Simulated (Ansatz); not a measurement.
# MoS2 (P-3m1) in Ansatz: settings compared

One crystal, MoS2, is run at these levels: PBEsol+U, PBE+U; tasks: single point.

Everything below comes from runs of Ansatz 0.2.0. Logs are shortened: lines on timing, memory, paths and dates and some standing lists are left out, and cuts for length are marked.

## Step 1: The cell of the first run

It takes space group P-3m1 (No. 164, trigonal). The conventional cell has a = 3.564 Å, b = 3.564 Å, c = 5.749 Å, α = 90.00°, β = 90.00°, γ = 120.00°. Around Mo (site symmetry -3m) lie 6 S at 2.52 Å. S (site symmetry 3m) is surrounded by 3 Mo at 2.52 Å.

Measurements of this composition are mostly on another form, of space group No. 194.

## Step 2: Single point, PBEsol+U, collinear spin, antiferromagnetic start (another cell of the same crystal, with 6 atoms)

File input.yaml:

```yaml
crystal:
  lattice:
    - [1.78197338, 3.08646843, 0.0]
    - [-5.34592014, 3.08646843, 0.0]
    - [0.0, 0.0, 5.74938582]
  atoms:
    - { symbol: Mo, position: [0.0, 0.0, 0.0], spin: 1.0 }
    - { symbol: Mo, position: [0.5, 0.5, 0.0], spin: -1.0 }
    - { symbol: S, position: [0.5, 0.1666666667, 0.252] }
    - { symbol: S, position: [0.0, 0.6666666667, 0.252] }
    - { symbol: S, position: [0.5, 0.8333333333, 0.748] }
    - { symbol: S, position: [0.0, 0.3333333333, 0.748] }
hamiltonian:
  xc: pbesol
  pseudopotentials: { kind: paw }
  hubbard: { sites: [{ species: Mo, l: d, u_eff: 6.0 }] }
magnetization:
  spin_polarized: true
kpoints:
  mp_grid: { grid: [5, 3, 4] }
scf:
  occupations: { method: gaussian, width: 0.05 }
output:
  forces: true
  stress: true
  eigenvalues: true
```

Potentials or basis: Ansatz PAW.

Launch:

```console
$ ansatz run input.yaml --threads 2 --pin off --max-ram 5632MiB --backend cpu --events-out ev --progress --plain --runs-dir out
```

Log:

```text
Warning: RAYON_NUM_THREADS=2 ignored (pool sized by the plan → 2); use --threads N
Mo: projections on atomic orbitals take those of the free atom [Ar 3d10] 4s2 4p6 4d5 5s1, of charge +0.00 (hamiltonian.pseudopotentials.projection_atoms); the dataset's partial waves leave at most 6.0e-6 of an orbital's norm unspanned inside its sphere
S: projections on atomic orbitals take those of the free atom [Ne] 3s2 3p4, of charge +0.00 (hamiltonian.pseudopotentials.projection_atoms); the dataset's partial waves leave at most 1.6e-7 of an orbital's norm unspanned inside its sphere
Engine: ansatz 0.2.0, x86_64-unknown-linux-gnu
Pseudopotentials: kind: paw
Pseudopotential: Mo, paw, valence charge 14, recommended cutoff 420 eV (normal), Mo.paw.azcp
Pseudopotential: S, paw, valence charge 6, recommended cutoff 420 eV (normal), S.paw.azcp
Functional definition: PBEsol
  exchange = pbesol_x
  correlation = pbesol_c
Crystal: 6 atoms, lattice volume = 126.487 Å³
Basis set: ecut = 420 eV, 2481 PW (Γ), exchange–correlation on 48×90×80 points (8 copies of the dense FFT grid, shifted against one another)
Bands: 33, of which v1, the nominal top of the filled ones, is band 26 counted from 1 (25 counted from 0)
Symmetry: 4 space group operations
Space group: P2/m (ITA 10), of the structure as read, at distance tolerance 5.0e-5 Å
Magnetic group: BNS 10.49 (UNI 56), of the structure as read, at distance tolerance 5.0e-5 Å
k-points: 21 of 60
Non-local potential: Mo, projectors of the file, l = 0: 3, l = 1: 2, l = 2: 2, l = 3: 1
Non-local potential: S, projectors of the file, l = 0: 2, l = 1: 2, l = 2: 2
PAW form: soft (Blöchl's): semilocal exchange-correlation on the pseudo side does not see the compensation charge
PAW frozen core: Mo, regenerated for the run's functional, and the local potential with it (the file was generated under x = pbe(κ = 0.804, μ = 0.2195149727645171), c = pbe(β = 0.06672455060314922))
PAW frozen core: S, regenerated for the run's functional, and the local potential with it (the file was generated under x = pbe(κ = 0.804, μ = 0.2195149727645171), c = pbe(β = 0.06672455060314922))
PAW one-centre angular grid: Mo, 590 points (default); XC on 64 Gauss nodes
PAW one-centre angular grid: S, 110 points (default); XC on 64 Gauss nodes
Initial density: superposition of atomic densities (chi_scale 0.1, normalization cell)
Starting moments: Σ|m| = 2 μB on 2 of 6 sites
Starting magnetic order: antiferromagnet; a translation exchanges its spin sublattices: spin-degenerate at every k-point
Initial wavefunctions: pseudopotential atomic-orbital guess
Functional: x = pbesol(κ = 0.804, μ = 0.12345679012345678), c = pbesol(β = 0.046)
the translation (0.5, 0.5, 0) carries every atom to within crystal.symmetry.tolerance of an atom of its element with the starting moment reversed, but both spin channels are solved: the dense FFT box has an odd point count along it
SCF iter   1: F=—  HF=-13326.687878 eV  |F-HF|=—  |Δ(HF+E_count)|=         —  Δρ=4.71e-2 (↑4.71e-2 ↓4.71e-2)  dr2=1.97e1  dr2_m=2.26e-1  M=0.000 μB ∫|m|=3.029 μB  β_m=1.00  ethr=3.10e-3  ⟨swp⟩=6.1  Hψ=5713  notcnv=0
preconditioner: auto → Kerker (q_TF=auto, 2.353 Å⁻¹)  [metal: Δε(μ)=0.049 eV  Ē_g=7.993 eV  σ=0.050 eV  W_gap=0.44  n_scr=34 (ndim 8)  ℏωp=19.8 eV  f_vac=0.002  D(μ)=3.45/eV (n_scr^D=22)]
spin=Collinear: Kerker preconditioning applied to the charge; magnetization (m = ρ↑ − ρ↓) channel mixes plain (no charge-response kernel on spin).
SCF iter   2: F=—  HF=-13324.559333 eV  |F-HF|=—  |Δ(HF+E_count)|=    2.13e0  Δρ=2.71e-2 (↑2.71e-2 ↓2.71e-2)  dr2=5.44e0  dr2_m=1.21e-1  M=-0.000 μB ∫|m|=3.919 μB  β_m=1.00  ethr=3.10e-3  ⟨swp⟩=3.0  Hψ=3066  notcnv=0  defer=52
SCF iter   3: F=—  HF=-13324.344165 eV  |F-HF|=—  |Δ(HF+E_count)|=   2.15e-1  Δρ=1.77e-2 (↑1.77e-2 ↓1.77e-2)  dr2=1.14e0  dr2_m=1.99e-1  M=-0.000 μB ∫|m|=4.867 μB  β_m=1.00  ethr=3.10e-3  ⟨swp⟩=3.0  Hψ=3144  notcnv=0  defer=60
SCF iter   4: F=—  HF=-13324.930979 eV  |F-HF|=—  |Δ(HF+E_count)|=   5.87e-1  Δρ=8.06e-3 (↑8.06e-3 ↓8.06e-3)  dr2=3.79e-1  dr2_m=4.71e-3  M=-0.000 μB ∫|m|=5.090 μB  β_m=1.00  ethr=2.19e-3  ⟨swp⟩=3.7  Hψ=2743  notcnv=0  defer=48
SCF iter   5: F=—  HF=-13325.281778 eV  |F-HF|=—  |Δ(HF+E_count)|=   3.51e-1  Δρ=5.46e-3 (↑5.45e-3 ↓5.46e-3)  dr2=3.02e-2  dr2_m=2.95e-2  M=-0.000 μB ∫|m|=5.480 μB  β_m=1.00  ethr=7.29e-4  ⟨swp⟩=2.9  Hψ=2249  notcnv=0  defer=56
SCF iter   6: F=—  HF=-13325.631876 eV  |F-HF|=—  |Δ(HF+E_count)|=   3.50e-1  Δρ=5.28e-3 (↑5.28e-3 ↓5.28e-3)  dr2=1.72e-1  dr2_m=1.28e-2  M=-0.000 μB ∫|m|=5.699 μB  β_m=1.00  ethr=5.81e-5  ⟨swp⟩=2.8  Hψ=2668  notcnv=0  defer=56
SCF iter   7: F=—  HF=-13325.891338 eV  |F-HF|=—  |Δ(HF+E_count)|=   2.59e-1  Δρ=6.40e-3 (↑6.40e-3 ↓6.40e-3)  dr2=3.59e-1  dr2_m=3.85e-3  M=0.000 μB ∫|m|=5.646 μB  β_m=0.30  ethr=5.81e-5  ⟨swp⟩=4.0  Hψ=3294  notcnv=0  defer=66
Mixer restart at iter 7: flushing history
spin-set hold released at iteration 7 (site moments contracting): the magnetisation degrees of freedom join the quasi-Newton model from the next iteration; the mixer history was flushed
SCF iter   8: F=—  HF=-13325.960150 eV  |F-HF|=—  |Δ(HF+E_count)|=   6.88e-2  Δρ=2.75e-3 (↑2.75e-3 ↓2.74e-3)  dr2=5.41e-2  dr2_m=1.22e-3  M=0.000 μB ∫|m|=5.754 μB  β_m=0.54  ethr=5.81e-5  ⟨swp⟩=2.4  Hψ=2521  notcnv=0  defer=64
SCF iter   9: F=—  HF=-13326.126378 eV  |F-HF|=—  |Δ(HF+E_count)|=   1.66e-1  Δρ=1.66e-3 (↑1.66e-3 ↓1.65e-3)  dr2=5.67e-4  dr2_m=2.96e-3  M=-0.000 μB ∫|m|=5.898 μB  β_m=0.71  ethr=5.81e-5  ⟨swp⟩=3.2  Hψ=2433  notcnv=0  defer=60
SCF iter  10: F=—  HF=-13326.154124 eV  |F-HF|=—  |Δ(HF+E_count)|=   2.77e-2  Δρ=5.19e-4 (↑5.18e-4 ↓5.19e-4)  dr2=3.91e-4  dr2_m=2.01e-4  M=-0.000 μB ∫|m|=5.961 μB  β_m=0.86  ethr=1.09e-6  ⟨swp⟩=2.9  Hψ=3150  notcnv=0  defer=58
SCF iter  11: F=—  HF=-13326.154631 eV  |F-HF|=—  |Δ(HF+E_count)|=   5.07e-4  Δρ=1.03e-4 (↑1.02e-4 ↓1.03e-4)  dr2=9.91e-5  dr2_m=4.07e-6  M=0.000 μB ∫|m|=5.973 μB  β_m=0.93  ethr=7.52e-7  ⟨swp⟩=2.0  Hψ=2318  notcnv=0  defer=58
SCF iter  12: F=—  HF=-13326.154644 eV  |F-HF|=—  |Δ(HF+E_count)|=   1.27e-5  Δρ=3.52e-5 (↑3.50e-5 ↓3.52e-5)  dr2=9.48e-6  dr2_m=6.68e-7  M=-0.000 μB ∫|m|=5.976 μB  β_m=0.96  ethr=1.91e-7  ⟨swp⟩=2.2  Hψ=1850  notcnv=0  defer=58
SCF iter  13: F=—  HF=-13326.154648 eV  |F-HF|=—  |Δ(HF+E_count)|=   4.35e-6  Δρ=1.53e-5 (↑1.53e-5 ↓1.43e-5)  dr2=1.09e-6  dr2_m=1.06e-7  M=0.000 μB ∫|m|=5.977 μB  β_m=0.98  ethr=1.82e-8  ⟨swp⟩=2.0  Hψ=2205  notcnv=0  defer=58
SCF iter  14: F=—  HF=-13326.154649 eV  |F-HF|=—  |Δ(HF+E_count)|=   3.91e-7  Δρ=4.45e-6 (↑3.60e-6 ↓4.45e-6)  dr2=1.56e-7  dr2_m=4.79e-9  M=-0.000 μB ∫|m|=5.978 μB  β_m=0.99  ethr=2.09e-9  ⟨swp⟩=2.0  Hψ=2070  notcnv=0  defer=58
SCF iter  15: F=-13326.154649 eV  HF=-13326.154649 eV  |F-HF|=3.20e-8  |Δ(HF+E_count)|=   4.46e-8  Δρ=2.73e-6 (↑2.73e-6 ↓1.96e-6)  dr2=5.78e-8  dr2_m=1.39e-9  M=0.000 μB ∫|m|=5.978 μB  ethr=1.92e-10  ⟨swp⟩=10.5  Hψ=5436  notcnv=0
SCF 1 converged in 15 iterations: F = -13326.154649 eV  dr2 = 5.78e-8
WARN: an SCF from ferromagnetic starting moments (-2.44, -2.44, 0.00, 0.00, 0.00, 0.00 Bohr magnetons, atom by atom) was not made, by what the run has read of turns of its moments that order reads lower: the deck asks for what bars it, or types moments that do (magnetization.spin_polarized, in the input reference, names some of the keys), or the run goes by scf.lower_state_search: light, the default, which as a rule tries one only behind a close that has lost an order of both signs, or on which an open d or half-filled 4f shell of a PAW file has lost a moment that was set nearer to Hund's than to what is left; or, under a Hubbard U, one that names an f shell that the input leaves bare beside given moments, or a larger moment for a shell of low spin that is given one. standard, with a start from the atoms, tries one behind each close (in a relaxation, ahead of its steps or at their end). To set out from that order, type those moments (crystal.atoms[].spin; where shells were raised to Hund's moment, beside crystal.symmetry.detect: false) under scf.lower_state_search: light. The bands of the close that named these starting moments, or of the one ahead of a search that led to it (under cold or Methfessel-Paxton smearing those of the Gaussian ahead of it) read a cost of -124.31 meV for the turn to them, carried on from a small turn (-124.31 by the pairs of d shells alone)
SCF converged after 15 iterations
Magnetization: 0.0000 μB (26.0000 up, 26.0000 down)
Absolute magnetization: 5.9773 μB (∫|ρ↑−ρ↓|, with the PAW one-centre terms)
Spin contamination: 2.9981 ħ² per cell (⟨S²⟩ above its minimum at these occupations)
Per-site moments (μB) at R_I (Å): [(2.077502840671091, 1.0380796687726568), (-2.077498975921706, 1.038079668772657), (-0.028954964541746717, 1.038079668772657), (0.0289566970921157, 1.038079668772657), (-0.028954964541746522, 1.0380796687726568), (0.028956697092115614, 1.038079668772657)]
Free energy (F): -13326.154649 eV
Harris-Foulkes:  -13326.154649 eV  (|F-HF|=3.20e-8)
Internal energy: -13326.149737 eV  (E = F + TS)
E sigma→0 (E₀):  -13326.152193 eV
Entropy (-TS):   -0.004911 eV (-0.819 meV/atom)
Fermi energy:    7.514727 eV
--- Per-component energies (eV) ---
  E_band       = -429.828382
  E_kinetic    = 1300.204904
  E_local      = -3778.092430  (includes V_loc(G=0)·N_el)
  E_nonlocal   = 408.362558
  E_hartree    = 1381.319987
  E_xc         = -743.635596
  E_vxc        = -798.831131  (∫ρ·V_xc dr)
  E_hubbard    = 8.166946  (on-site DFT+U / exact-exchange correction)
  E_vhub       = -12.354160  (the Hubbard potential's part of the band-sum identity)
  E_paw        = -8625.718512  (= ΣΔE_a)
  E_vpaw       = -311.767809  (= ΣTr[D̂ρ^β])
  E_aug_tail   = 0.000091  (compensation charges beyond the density's cutoff)
  E_ewald      = -3277.424081
  E_core_change = 0.666396  (= ΣΔE_core)
  E_smearing   = -0.004911  (= −TS)
  E_closure    = 0.000000  (closes the sum)
  Σ components = -13326.154649   (vs F -13326.154649, Δ=0.00e0)
--- Forces (eV/Å), atoms counted from 1 ---
  atom   1  Mo     0.00000000     0.00000000     0.00000000
  atom   2  Mo     0.00000000    -0.00000000     0.00000000
  atom   3  S      0.08202492    -0.04735711    -0.06459276
  atom   4  S      0.08202355    -0.04735632    -0.06462782
  atom   5  S     -0.08202492     0.04735711     0.06459276
  atom   6  S     -0.08202355     0.04735632     0.06462782
  max |Σ_I F_I| component: 2.08e-17 eV/Å
--- Stress (GPa, compression-positive) ---
       -3.076776       1.286106       0.422711
        1.286106      -1.591708      -0.244052
        0.422711      -0.244052      -3.108012
  P = ⅓ Tr σ = -2.5922 GPa (-25.922 kbar)
--- Band table (eV; the first three rows and the last of 42) ---
  k-point 0 ↑: bands = ["-53.5827", "-51.9737", "-27.8366", "-27.7343", "-27.7109", "-26.0644", "-25.9671", "-25.9213", "-5.5000", "-4.1235", "-3.9592", "-3.8917", "1.8657", "2.0339", "3.7854", "3.9224", "4.5184", "4.6169", "5.0186", "5.4527", "6.1169", "6.1372", "6.2354", "6.3964", "7.6346", "7.6380", "7.8026", "10.7688", "10.8646", "11.1467", "12.2413", "12.3042", "12.5174"]
  k-point 1 ↑: bands = ["-53.5827", "-51.9737", "-27.8366", "-27.7344", "-27.7109", "-26.0644", "-25.9671", "-25.9213", "-5.3645", "-4.1946", "-4.1282", "-3.8662", "1.8799", "2.2891", "3.8612", "3.9225", "4.3571", "4.4730", "5.1031", "5.4857", "6.0905", "6.2213", "6.4190", "6.4458", "7.3310", "7.5451", "7.5473", "10.8147", "10.8766", "11.3345", "12.2858", "12.3137", "12.4983"]
  k-point 2 ↑: bands = ["-53.5827", "-51.9738", "-27.8365", "-27.7344", "-27.7108", "-26.0644", "-25.9672", "-25.9212", "-5.1625", "-4.4208", "-4.2387", "-3.8030", "1.8132", "2.6819", "3.8448", "3.9205", "4.2975", "4.4356", "5.3076", "5.5530", "5.5898", "6.0764", "6.5700", "6.7636", "7.0836", "7.4584", "7.4608", "10.8212", "10.8413", "11.5227", "12.2387", "12.3220", "12.5293"]
  k-point 20 ↓: bands = ["-53.5792", "-51.9697", "-27.8272", "-27.7838", "-27.7251", "-26.0580", "-25.9974", "-25.9567", "-4.2120", "-4.1617", "-4.0674", "-3.8493", "2.0349", "2.6452", "3.2683", "4.0714", "4.1701", "4.5982", "4.9015", "5.0776", "5.4056", "5.7502", "5.8268", "6.3001", "6.4795", "6.7086", "7.2418", "10.8708", "11.2263", "11.8873", "11.9286", "12.3169", "12.8542"]
Occupation matrices written to <dir>
```

Wall time 14 s (2 threads of Intel Xeon at 2.70GHz, shared host); peak memory 0.56 GiB.

What came out:

- Free energy: -13326.1546 eV
- Pressure: -2.6 GPa
- Largest force: 0.115 eV/Å
- Band gap on the k mesh: none (metal or under the smearing width)
- Net moment: 0.00 μB per cell
- Absolute moment: 5.98 μB per cell
- Site moments: Mo +2.08, -2.08; S -0.03, +0.03 μB

Forces in eV/Å, atoms in the order of the input:
```
Mo   0.000  0.000  0.000
Mo   0.000  0.000  0.000
S    0.082 -0.047 -0.065
S    0.082 -0.047 -0.065
S   -0.082  0.047  0.065
S   -0.082  0.047  0.065
```

Stress tensor (GPa, compression positive):
```
-3.08  1.29  0.42
 1.29 -1.59 -0.24
 0.42 -0.24 -3.11
```

Eigenvalues of the final occupation matrices:
```
  site  spin  trace               eigenvalues
site 1     1   3.80  0.48 0.50 0.93 0.93 0.97
site 1     2   0.98  0.08 0.09 0.09 0.35 0.36
site 2     1   0.98  0.08 0.09 0.09 0.35 0.36
site 2     2   3.80  0.48 0.50 0.93 0.93 0.97
```

Caveat: the magnetic or orbital state may not be the lowest; this functional lacks dispersion, which binds the layers, so the pressure and a relaxed spacing across them are unreliable; the PAW data sets come from PBE, with cores solved anew for the run's functional, which leaves a small shift of forces and pressure.

[end of part 1 of 3]
